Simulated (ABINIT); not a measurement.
Crystal: Ti.

```
Ti
1.0
     2.95000    0.00000    0.00000
    -1.47500    2.55477    0.00000
     0.00000    0.00000    4.68000
Ti
2
Direct
  0.66667 0.33333 0.75000
  0.33333 0.66667 0.25000
```

Base run:

* Program: ABINIT 10.8.3 (patched build)
* Functional: HCTH407
* Potentials or basis: JTH PAW PBE v2.0
* Cutoff: 408 eV
* k mesh: 10 × 10 × 6
* Occupations: fermi-dirac, width 0.05 eV
* Spin: no spin polarisation

Its results: band gap on the k mesh none (metal or under the smearing width); pressure -2.8 GPa.

After a change of settings the same cell gave: band gap on the k mesh none (metal or under the smearing width); pressure -1.8 GPa. Which change was it?
A. functional from HCTH407 to BLYP
B. functional from HCTH407 to WC
C. functional from HCTH407 to PW91
D. functional from HCTH407 to PBEsol; k mesh from 10 × 10 × 6 to 8 × 8 × 5

C.

Caveats: the PAW data sets were made with another functional, which shifts forces and pressure a little.

Runs at the PBE level aren't shown here.
